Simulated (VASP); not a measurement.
Here is a VASP 6.6.1 calculation.

The input POSCAR:

```
CdS
1.0
    0.0000000000      2.9165000000      2.9165000000
    2.9165000000      0.0000000000      2.9165000000
    2.9165000000      2.9165000000      0.0000000000
Cd S
1 1
Direct
    0.0000000000      0.0000000000      0.0000000000
    0.2500000000      0.2500000000      0.2500000000
```

The input INCAR.step1:

```
SYSTEM = CdS
ALGO = Normal
EDIFF = 1E-8
EDIFFG = -0.002
ENCUT = 600
GGA = PE
IBRION = 2
ISIF = 3
ISMEAR = 0
LASPH = .TRUE.
LCHARG = .FALSE.
LREAL = .FALSE.
LWAVE = .FALSE.
NELM = 60
NSW = 40
PREC = Accurate
SIGMA = 0.02
```

Contents of INCAR.step2:

```
SYSTEM = CdS
ALGO = Normal
EDIFF = 1E-8
ENCUT = 600
GGA = PE
IBRION = 8
ISIF = 2
ISMEAR = 0
LASPH = .TRUE.
LCHARG = .FALSE.
LREAL = .FALSE.
LWAVE = .FALSE.
NELM = 60
NSW = 1
PREC = Accurate
SIGMA = 0.02
```

KPOINTS

```
k-points
0
G
  8 8 8
  0 0 0
```

Potentials or basis: VASP PAW PBE potentials, release 64 (Cd, S).

Launch:

```bash
$ cat potpaw_PBE.64/Cd/POTCAR potpaw_PBE.64/S/POTCAR > POTCAR
$ cp INCAR.step1 INCAR
$ mpirun -np 1 vasp_std > vasp.out
$ cp CONTCAR POSCAR
$ cp INCAR.step2 INCAR
$ mpirun -np 1 vasp_std > vasp.out
```

(1) What does it give for the highest phonon frequency at Γ, LO-TO splitting left out?

(2) Predict the relaxed volume.

(3) Predict the relaxed cell.

Results:

(1) 217 cm⁻¹.

(2) 26.15 Å³/atom.

(3) a = 4.197 Å, b = 4.197 Å, c = 4.197 Å, α = 60.00°, β = 60.00°, γ = 60.00°.
